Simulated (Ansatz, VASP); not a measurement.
# Ni in VASP and in Ansatz

```
Ni
1.0
     2.38002    0.00000    0.00000
    -1.19001    2.06116    0.00000
     0.00000    0.00000    2.33666
Ni
1
Direct
  0.00000 0.00000 0.00000
```

Alike in both runs: functional r2SCAN; k mesh 9 × 9 × 8; occupations gaussian, width 0.1 eV; collinear spin.

Ansatz relaxed the structure, and its values are those at the end. VASP's run is a single point on that final structure, the one shown.

|  | VASP | Ansatz |
| --- | --- | --- |
| version | VASP 6.6.1 | Ansatz 0.2.0 |
| potentials or method | VASP PAW PBE potentials, release 64 (Ni) | scalar-relativistic, plane waves, PAW |
| plane-wave cutoff (eV) | 520 | 500 |
| valence electrons in the cell | 10 | 18 |

|  | VASP | Ansatz | Ansatz less VASP |
| --- | --- | --- | --- |
| gap on the k mesh at the Fermi level (eV) | none | none | - |
| pressure (GPa) | 0.3 | 0.1 | -0.22 |
| net moment per atom (μB) | 0.71 | 0.73 | +0.023 |
| size of the moment on the site where the two differ most (μB) | 0.72 | 0.79 | +0.067 |

Site moments also hang on the region over which each program counts them. A gap of «none» marks a metal or a gap that the smearing closes. The two sets of potentials don't hold the same shells in valence.

Caveats: the PAW data sets were made with another functional, which shifts forces and pressure a little (VASP).
